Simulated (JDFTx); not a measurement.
## TaN in JDFTx: convergence with cutoff

The system is TaN.

```xyz
2
Lattice="2.7323 0.0000 0.0000 0.0000 2.7323 0.0000 0.0000 0.0000 2.7323" Properties=species:S:1:pos:R:3 pbc="T T T"
Ta    0.0000    0.0000    0.0000
N     1.3662    1.3662    1.3662
```

The cell comes from a database or a generator and needn't be the stable form of this composition.

```yaml
Program: JDFTx 1.7.0 (patched build)
Task: convergence study
Functional: LDA
Potentials_or_basis: PseudoDojo-SR-LDA-0.4.1-standard with smoothed tails
Cutoff: 463 eV
Density_cutoff: 3701 eV
k_mesh: 10 × 10 × 10
Occupations: fermi-dirac, width 0.05 eV
Spin: no spin polarisation
```

These are the settings of the first run; the series varies cutoff, with any setting tied to it.

Hardware: 1 thread of Arm Neoverse V2, on a shared host.

The values tried are 462.594 eV, 571.439 eV, 680.285 eV, 789.13 eV, 925.187 eV, 1034.03 eV, 1142.88 eV, 1306.15 eV, 1551.05 eV, loosest first. From which on does the pressure stay within 0.1 GPa of the tightest run that finished?

From 1142.88 eV on.

```tsv
cutoff	energy less the tightest run, at zero smearing (meV/atom)	pressure (GPa)	SCF cycles	CPU time (s)	peak memory (GiB)
462.594 eV	1557.36	-81.25	10	8.7	0.05
571.439 eV	560.65	-46.75	10	18	0.06
680.285 eV	175.63	-27.85	10	20	0.07
789.13 eV	48.64	-19.41	10	30	0.08
925.187 eV	6.82	-15.35	10	32	0.1
1034.03 eV	1.15	-14.47	10	36	0.11
1142.88 eV	0.45	-14.29	10	37	0.12
1306.15 eV	0.26	-14.30	10	60	0.14
1551.05 eV	0.00	-14.29	10	66	0.18
```

Against the tightest run, the energy stays within 1 meV/atom from 1142.88 eV on. The tightest run that finished is the yardstick and may itself not be fully converged.

The run has no spin-orbit coupling, so splittings on Ta are missing.
